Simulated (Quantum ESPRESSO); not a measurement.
Runs of Quantum ESPRESSO 7.5 on BeTe. The structure is cubic, space group F-43m (No. 216). Conventional cell: a = 5.540 Å, b = 5.540 Å, c = 5.540 Å, α = 90.00°, β = 90.00°, γ = 90.00°. Around Te (site symmetry -43m) lie 4 Be at 2.40 Å. Be (site symmetry -43m) is surrounded by 4 Te at 2.40 Å. 

```tsv
level	potentials or basis	form of the LDA correlation	pressure (GPa)
WC	PseudoDojo 0.4.1 SR PBE standard	-	2.8
BLYP	PseudoDojo 0.4.1 SR PBE standard	-	7.2
PBEsol	PseudoDojo 0.4.1 SR PBEsol standard	-	(b)
LDA	PseudoDojo 0.4.1 SR LDA standard	PW92	(a)
PBE	PseudoDojo 0.4.1 SR PBE standard	-	4.4
AM05	PseudoDojo 0.4.1 SR PBE standard	-	2.9
```

Alike in all rows: task dielectric tensor; no spin polarisation; cell as given; k mesh 6 × 6 × 6, shifted; cutoff (eV) 1197; smearing fermi-dirac 0.05 eV.

**Question.** Estimate the missing entries.

**Answer.** (a) 0.6; (b) 2.4.

Caveats: the potentials were made for another functional, which shifts forces and pressure (some runs); the cell is more than 3 GPa from zero pressure, which shifts response properties (some runs).
